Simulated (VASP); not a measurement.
# TiO2 (I4_1/amd) in VASP: further runs

Aim: see how the results for TiO2 move with the level of theory and the settings. Levels: r2SCAN, PBE. Tasks: band structure.

All numbers are computed with VASP 6.6.1; they aren't measurements. Logs are shortened: lines on timing, memory, paths and dates and some standing lists are left out, and cuts for length are marked.

**1. The structure**

Symmetry: I4_1/amd, No. 141, tetragonal system. Conventional cell: a = 3.802 Å, b = 3.802 Å, c = 9.708 Å, α = 90.00°, β = 90.00°, γ = 90.00°. Ti (site symmetry -4m2) has 6 O at 1.95 to 2.00 Å as nearest neighbours. O (site symmetry 2mm) is surrounded by 3 Ti at 1.95 to 2.00 Å.

The cell is a database's computed one.

**2. Band structure, r2SCAN**

The input, INCAR:

```
SYSTEM = TiO2
PREC = Accurate ; ENCUT = 450
EDIFF = 1E-6 ; ISMEAR = 0
SIGMA = 0.02 ; LREAL = .FALSE.
LASPH = .TRUE. ; NELM = 120
ALGO = Normal ; ISIF = 2
LWAVE = .FALSE. ; LCHARG = .FALSE.
LMAXMIX = 4 ; METAGGA = R2SCAN
LMIXTAU = .TRUE. ; NBANDS = 33
KPAR = 4
```

The input, KPOINTS:

```
Automatic mesh
0
G
  12 12 12
  0 0 0
```

The input, POSCAR:

```
TiO2                                    
1.0
   -1.9009072460      1.9009072460      4.8540041656
    1.9009072460     -1.9009072460      4.8540041656
    1.9009072460      1.9009072460     -4.8540041656
  Ti              O             
     2     4
Direct
     0.0000000000000000    0.0000000000000000    0.0000000000000000
     0.7500000000000000    0.2500000000000000    0.5000000000000000
     0.9564960053127507    0.4564960053127507    0.5000000000000000
     0.2064960053127507    0.2064960053127507    0.0000000000000000
     0.5435039946872493    0.0435039946872493    0.5000000000000000
     0.7935039946872493    0.7935039946872493    0.0000000000000000
```

The input, KPOINTS_OPT:

```
path GXYSGZS1NPY1Z,XP
20
line-mode
reciprocal
 0.0000000000  0.0000000000  0.0000000000  G
 0.0000000000  0.0000000000  0.5000000000  X

 0.0000000000  0.0000000000  0.5000000000  X
-0.0773813750  0.0773813750  0.5000000000  Y

-0.0773813750  0.0773813750  0.5000000000  Y
-0.2886906875  0.2886906875  0.2886906875  S

-0.2886906875  0.2886906875  0.2886906875  S
 0.0000000000  0.0000000000  0.0000000000  G

 0.0000000000  0.0000000000  0.0000000000  G
 0.5000000000  0.5000000000 -0.5000000000  Z

 0.5000000000  0.5000000000 -0.5000000000  Z
 0.2886906875  0.7113093125 -0.2886906875  S1

 0.2886906875  0.7113093125 -0.2886906875  S1
 0.0000000000  0.5000000000  0.0000000000  N

 0.0000000000  0.5000000000  0.0000000000  N
 0.2500000000  0.2500000000  0.2500000000  P

 0.2500000000  0.2500000000  0.2500000000  P
 0.5000000000  0.5000000000 -0.0773813750  Y1

 0.5000000000  0.5000000000 -0.0773813750  Y1
 0.5000000000  0.5000000000 -0.5000000000  Z

 0.0000000000  0.0000000000  0.5000000000  X
 0.2500000000  0.2500000000  0.2500000000  P
```

Potentials or basis: VASP PAW PBE potentials, release 64 (Ti_sv, O).

Started as:

```console
$ cat potpaw_PBE.64/Ti_sv/POTCAR potpaw_PBE.64/O/POTCAR > POTCAR
$ mpirun -np 4 vasp_std > vasp.out
```

OUTCAR:

```text
SYSTEM = TiO2
   PREC = Accurate
   ENCUT = 450
   EDIFF = 1E-6
   ISMEAR = 0
   LREAL = .FALSE.
   LASPH = .TRUE.
   NELM = 120
   ISIF = 2
   METAGGA = R2SCAN

 ion  position               nearest neighbor table
   1  0.000  0.000  0.000-   5 1.95   3 1.95   5 1.95   3 1.95   4 2.00   6 2.00
   2  0.750  0.250  0.500-   6 1.95   4 1.95   6 1.95   4 1.95   3 2.00   5 2.00
   3  0.956  0.456  0.500-   1 1.95   1 1.95   2 2.00
   4  0.206  0.206  0.000-   2 1.95   2 1.95   1 2.00
   5  0.544  0.044  0.500-   1 1.95   1 1.95   2 2.00
   6  0.794  0.794  0.000-   2 1.95   2 1.95   1 2.00

  LATTYP: Found a body centered tetragonal cell.
 ALAT       =     3.8018144920
 C/A-ratio  =     2.5535197342

  Lattice vectors:

 A1 = (  -1.9009072460,   1.9009072460,   4.8540041656)
 A2 = (   1.9009072460,  -1.9009072460,   4.8540041656)
 A3 = (   1.9009072460,   1.9009072460,  -4.8540041656)

Analysis of symmetry for initial positions (statically):
=====================================================================
 Subroutine PRICEL returns:
 Original cell was already a primitive cell.

 Routine SETGRP: Setting up the symmetry group for a
 body centered tetragonal supercell.

 Subroutine GETGRP returns: Found 16 space group operations
 (whereof  8 operations were pure point group operations)
 out of a pool of 16 trial point group operations.

The static configuration has the point symmetry D_2d.
 The point group associated with its full space group is D_4h.

Analysis of symmetry for dynamics (positions and initial velocities):
=====================================================================
 Subroutine PRICEL returns:
 Original cell was already a primitive cell.

 Routine SETGRP: Setting up the symmetry group for a
 body centered tetragonal supercell.

 Subroutine GETGRP returns: Found 16 space group operations
 (whereof  8 operations were pure point group operations)
 out of a pool of 16 trial point group operations.

The dynamic configuration has the point symmetry D_2d.
 The point group associated with its full space group is D_4h.

 Subroutine INISYM returns: Found 16 space group operations
 (whereof  8 operations are pure point group operations),
 and found     1 'primitive' translations

----------------------------------------------------------------------------------------

                                     Primitive cell

  volume of cell :      70.1588

  direct lattice vectors                    reciprocal lattice vectors
    -1.900907246  1.900907246  4.854004166     0.000000000  0.263032297  0.103007740
     1.900907246 -1.900907246  4.854004166     0.263032297  0.000000000  0.103007740
     1.900907246  1.900907246 -4.854004166     0.263032297  0.263032297  0.000000000

  length of vectors
     5.548716352  5.548716352  5.548716352     0.282482892  0.282482892  0.371983842

  position of ions in fractional coordinates (direct lattice)
     0.000000000  0.000000000  0.000000000
     0.750000000  0.250000000  0.500000000
     0.956496005  0.456496005  0.500000000
     0.206496005  0.206496005  0.000000000
     0.543503995  0.043503995  0.500000000
     0.793503995  0.793503995  0.000000000

  ion indices of the primitive-cell ions
   primitive index   ion index
                 1           1
                 2           2
                 3           3
                 4           4
                 5           5
                 6           6

----------------------------------------------------------------------------------------

 KPOINTS: Automatic mesh

Automatic generation of k-mesh.
 Grid dimensions read from file:
 generate k-points for:   12   12   12

 Generating k-lattice:

  Cartesian coordinates                     Fractional coordinates (reciprocal lattice)
     0.000000000  0.021919358  0.008583978     0.083333333  0.000000000  0.000000000
     0.021919358  0.000000000  0.008583978     0.000000000  0.083333333  0.000000000
     0.021919358  0.021919358  0.000000000     0.000000000  0.000000000  0.083333333

  Length of vectors
     0.023540241  0.023540241  0.030998654

  Shift w.r.t. Gamma in fractional coordinates (k-lattice)
     0.000000000  0.000000000  0.000000000

 Subroutine IBZKPT returns following result:
 ===========================================

 Found    163 irreducible k-points:

 Following reciprocal coordinates:
            Coordinates               Weight
  0.000000  0.000000  0.000000      1.000000
  0.083333  0.000000  0.000000      8.000000
  0.166667  0.000000  0.000000      8.000000
  0.250000 -0.000000  0.000000      8.000000
  0.333333 -0.000000  0.000000      8.000000
  0.416667 -0.000000  0.000000      8.000000
[... 16 lines left out ...]
  0.500000  0.166667  0.000000     16.000000
 -0.416667  0.166667 -0.000000     16.000000
 [... further k-points ...]
   k-points           NKPTS =    163   k-points in BZ     NKDIM =    163   number of bands    NBANDS=     33
   number of dos      NEDOS =    301   number of ions     NIONS =      6
   total plane-waves  NPLWV =  64000
   dimension x,y,z NGX =    40 NGY =   40 NGZ =   40
   dimension x,y,z NGXF=    80 NGYF=   80 NGZF=   80
   ions per type =               2   4
   NGX,Y,Z   is equivalent  to a cutoff of  11.98, 11.98, 11.98 a.u.
   NGXF,Y,Z  is equivalent  to a cutoff of  23.97, 23.97, 23.97 a.u.
 SYSTEM =  TiO2
   PREC   = accura    normal or accurate (medium, high low for compatibility)
   ISTART =      0    job   : 0-new  1-cont  2-samecut
   ICHARG =      2    charge: 1-file 2-atom 10-const
   ISPIN  =      1    spin polarized calculation?
   LNONCOLLINEAR =      F non collinear calculations
   LSORBIT =      F    spin-orbit coupling
   LASPH  =      T    aspherical Exc in radial PAW
   ENCUT  =  450.0 eV  33.07 Ry    5.75 a.u.   9.60  9.60  9.60*2*pi/ulx,y,z
   NELM   =    120;   NELMIN=  2; NELMDL= -5     # of ELM steps
   EDIFF  = 0.1E-05   stopping-criterion for ELM
   LREAL  =      F    real-space projection
   EDIFFG = 0.1E-04   stopping-criterion for IOM
   NSW    =      0    number of steps for IOM
   IBRION =     -1    ionic relax: 0-MD 1-quasi-New 2-CG
   NFREE  =      0    steps in history (QN), initial steepest desc. (CG)
   ISIF   =      2    stress and relaxation
   ISYM   =      2    0-nonsym 1-usesym 2-fastsym
   POTIM  = 0.5000    time-step for ionic-motion
   TEBEG  =    0.0;   TEEND  =   0.0 temperature during run
   PSTRESS=    0.0 pullay stress
   NELECT =      48.0000    total number of electrons
   NUPDOWN=      -1.0000    fix difference up-down
   EMIN   =  10.00;   EMAX   =-10.00  energy-range for DOS
   EFERMI =   0.00;   METHOD = LEGACY
   ISMEAR =     0;   SIGMA  =   0.02  broadening in eV -4-tet -1-fermi 0-gaus
   EFERMI_NEDOS =   21; number of points for ismear=-14 and -15
   IALGO  =     38    algorithm
   IMIX   =      4    mixing-type and parameters
     AMIX     =   0.40;   BMIX     =  1.00
     AMIX_MAG =   1.60;   BMIX_MAG =  1.00
  volume/ion in A,a.u.               =      11.69        78.91
  Fermi-wavevector in a.u.,A,eV,Ry     =   1.442540  2.726006 28.312664  2.080922
  Thomas-Fermi vector in A             =   2.561049
   LORBIT       =      0    0 simple, 1 ext, 2 COOP (PROOUT), +10 PAW based schemes
   METAGGA = R2SCAN    functional components
   LHFCALC =     F    Hartree Fock is set to
   AEXX    =    0.0000 exact exchange contribution
   IVDW    =     0    specifies the selected vdW correction
   LEPSILON=     F    determine dielectric tensor
   LRPA    =     F    only Hartree local field effects (RPA)
 non-spin polarized calculation
 Gauss-broadening in eV      SIGMA  =   0.02
  energy-cutoff  :      450.00
  volume of cell :       70.16
 maximum number of plane-waves:      1545
   NGX = 19   NGY = 19   NGZ = 19

 number of electron      47.9999991 magnetization

 Free energy of the ion-electron system (eV)
  ---------------------------------------------------
  ext. energy  EPLUGINS =         0.00000000
  ---------------------------------------------------
  free energy    TOTEN  =       -69.85719377 eV

  energy without entropy =      -69.85719377  energy(sigma->0) =      -69.85719377

 E-fermi :   2.8731     XC(G=0): -11.3024

 val. band max:        2.7801785549   @ k =  -0.4167   0.4167   0.0000
 cond. band min:       5.2977138935   @ k =   0.0000   0.0000   0.0000
 fundamental gap:      2.5175353386
 Fermi energy:         2.8730985133

 k-point     1 :       0.0000    0.0000    0.0000
  band No.  band energies     occupation
      1     -55.8958      2.00000
      2     -55.8444      2.00000
      3     -31.2761      2.00000
      4     -31.0512      2.00000
      5     -31.0512      2.00000
      6     -30.9901      2.00000
[... 25 lines left out ...]
     32       8.1443      0.00000
     33       8.2839      0.00000

 k-point     2 :       0.0833    0.0000    0.0000
  band No.  band energies     occupation
      1     -55.8950      2.00000
      2     -55.8450      2.00000
      3     -31.2744      2.00000
      4     -31.0602      2.00000
      5     -31.0517      2.00000
      6     -30.9940      2.00000
[... 25 lines left out ...]
     32       8.2656      0.00000
     33       8.5065      0.00000

 k-point     3 :       0.1667    0.0000    0.0000
  band No.  band energies     occupation
      1     -55.8927      2.00000
      2     -55.8464      2.00000
      3     -31.2698      2.00000
      4     -31.0840      2.00000
      5     -31.0531      2.00000
      6     -31.0039      2.00000
[... 25 lines left out ...]
     32       8.5861      0.00000
     33       8.8834      0.00000

 k-point     4 :       0.2500   -0.0000    0.0000
  band No.  band energies     occupation
      1     -55.8892      2.00000
      2     -55.8487      2.00000
      3     -31.2637      2.00000
      4     -31.1153      2.00000
      5     -31.0549      2.00000
      6     -31.0156      2.00000
[... 673 lines left out ...]
     32       9.4247      0.00000
     33       9.7672      0.00000

 k-point    23 :       0.5000    0.1667    0.0000
  band No.  band energies     occupation
      1     -55.8782      2.00000
      2     -55.8561      2.00000
      3     -31.2518      2.00000
      4     -31.1831      2.00000
      5     -31.0800      2.00000
      6     -31.0493      2.00000
[... 25 lines left out ...]
     32       9.5189      0.00000
     33       9.7783      0.00000

 k-point    24 :      -0.4167    0.1667   -0.0000
  band No.  band energies     occupation
      1     -55.8809      2.00000
      2     -55.8537      2.00000
      3     -31.2607      2.00000
      4     -31.1704      2.00000
      5     -31.0784      2.00000
      6     -31.0484      2.00000
[... 25 lines left out ...]
     32       9.6031      0.00000
     33       9.7455      0.00000

 [... further k-points ...]

------------------------ aborting loop because EDIFF is reached ----------------------------------------

  FORCE on cell =-STRESS in cart. coord.  units (eV):
  Direction    XX          YY          ZZ          XY          YZ          ZX
  --------------------------------------------------------------------------------------
  -------------------------------------------------------------------------------------
  Total       -2.2341075     -2.2341075     -2.5519335      0.0000000      0.0000000      0.0000000
  in kB      -51.0190834    -51.0190834    -58.2771021      0.0000000      0.0000000      0.0000000
  external PRESSURE =     -53.4384230 kB  Pullay stress =       0.0000000 kB

 VOLUME and BASIS-vectors are now :
 -----------------------------------------------------------------------------
  energy-cutoff  :      450.00
  volume of cell :       70.16
      direct lattice vectors                 reciprocal lattice vectors
    -1.900907246  1.900907246  4.854004166     0.000000000  0.263032297  0.103007740
     1.900907246 -1.900907246  4.854004166     0.263032297  0.000000000  0.103007740
     1.900907246  1.900907246 -4.854004166     0.263032297  0.263032297  0.000000000

 POSITION                                       TOTAL-FORCE (eV/Angst)
 -----------------------------------------------------------------------------------
      0.00000      0.00000      0.00000        -0.000000     -0.000000      0.000000
      0.00000      1.90091      2.42700        -0.000000     -0.000000     -0.000000
      0.00000      1.90091      4.43167         0.000000     -0.000000     -0.082019
      0.00000      0.00000      2.00466        -0.000000      0.000000     -0.082019
      0.00000      1.90091      0.42234         0.000000     -0.000000      0.082019
      0.00000      0.00000      7.70334        -0.000000      0.000000      0.082019
 -----------------------------------------------------------------------------------
    total drift:                                0.000000      0.000000     -0.000000

  FREE ENERGIE OF THE ION-ELECTRON SYSTEM (eV)
  ---------------------------------------------------
  free  energy   TOTEN  =       -69.8571937710 eV

  energy  without entropy=      -69.8571937710  energy(sigma->0) =      -69.85719377
```

Wall time 8.7 min (4 MPI ranks of Intel Xeon 6975P-C (Granite Rapids), shared host); peak memory 0.53 GiB.

What came out:

```yaml
Free_energy: -69.8572 eV
Largest_force: 0.082 eV/Å
Band_gap_on_the_k_mesh: 2.52 eV, indirect (least direct gap 2.84 eV)
Band_gap_along_the_path: 2.52 eV, indirect (least direct gap 2.84 eV)
```

Forces on the atoms (eV/Å):
```
Ti   0.000  0.000  0.000
Ti   0.000  0.000  0.000
O    0.000  0.000 -0.082
O    0.000  0.000 -0.082
O    0.000  0.000  0.082
O    0.000  0.000  0.082
```

Levels at the corners of the path, in eV from the valence-band top:
```csv
point,band 22,band 23,band 24,band 25,band 26,band 27
Γ,-0.83,-0.44,-0.44,2.52,3.18,4.37
X,-2.02,-0.05,-0.05,3.61,3.61,4.06
X,-2.02,-0.05,-0.05,3.61,3.61,4.06
Y,-1.86,-0.09,-0.09,3.59,3.59,4.01
Y,-1.86,-0.09,-0.09,3.59,3.59,4.01
S,-0.94,-0.87,-0.86,3.58,3.82,3.85
S,-0.94,-0.87,-0.86,3.58,3.82,3.85
Γ,-0.83,-0.44,-0.44,2.52,3.18,4.37
Γ,-0.83,-0.44,-0.44,2.52,3.18,4.37
Z,-1.28,-0.12,-0.12,2.84,2.84,4.11
Z,-1.28,-0.12,-0.12,2.84,2.84,4.11
S1,-0.94,-0.87,-0.86,3.58,3.82,3.85
S1,-0.94,-0.87,-0.86,3.58,3.82,3.85
N,-0.91,-0.90,-0.68,3.59,3.84,3.91
N,-0.91,-0.90,-0.68,3.59,3.84,3.91
P,-1.59,-0.23,-0.23,3.83,3.83,3.86
P,-1.59,-0.23,-0.23,3.83,3.83,3.86
Y1,-1.86,-0.09,-0.09,3.59,3.59,4.01
Y1,-1.86,-0.09,-0.09,3.59,3.59,4.01
Z,-1.28,-0.12,-0.12,2.84,2.84,4.11
X,-2.02,-0.05,-0.05,3.61,3.61,4.06
P,-1.59,-0.23,-0.23,3.83,3.83,3.86
```

Caveat: the cutoff is under 1.25 times the usual one of these potentials, so pressure, stress and relaxed cells hold a basis-set (Pulay) error; the PAW data sets were made with another functional, which shifts forces and pressure a little.

(Part 1 of 2 ends here.)
